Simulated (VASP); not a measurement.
A run of VASP 6.6.1:

The input INCAR:

```
SYSTEM = BN
PREC = Accurate
ENCUT = 520
EDIFF = 1E-7
ISMEAR = 0
SIGMA = 0.02
LREAL = .FALSE.
LASPH = .TRUE.
NELM = 60
ALGO = Fast
ISIF = 3
LWAVE = .FALSE.
LCHARG = .FALSE.
GGA = PE
IVDW = 12
IBRION = 2
NSW = 80
EDIFFG = -0.002
KPAR = 4
```

File KPOINTS:

```
Automatic mesh
0
G
  15 15 6
  0 0 0
```

POSCAR

```
BN                                      
1.0
    2.5068135169     -0.0000000000      0.0000000000
   -1.2534067585      2.1709641834     -0.0000000000
   -0.0000000000     -0.0000000000      6.5855237913
  B               N             
     2     2
Direct
     0.3333333300000021    0.6666666699999979    0.2500000000000000
     0.6666666699999979    0.3333333300000021    0.7500000000000000
     0.3333333300000021    0.6666666699999979    0.7500000000000000
     0.6666666699999979    0.3333333300000021    0.2500000000000000
```

Potentials or basis: VASP PAW PBE potentials, release 64 (B, N).

Launch:

```sh
$ cat potpaw_PBE.64/B/POTCAR potpaw_PBE.64/N/POTCAR > POTCAR
$ mpirun -np 4 vasp_std > vasp.out
```

Hardware: 4 MPI ranks on Intel(R) Xeon(R) Platinum 8488C (Sapphire Rapids), with other jobs on the host.

How long does it take, and how much memory?

Run time: 11 s on 4 MPI ranks on Intel(R) Xeon(R) Platinum 8488C (Sapphire Rapids), on a shared host, peak memory 0.18 GiB a rank. Counts: scf iterations 17, k points 108, ion steps 1.
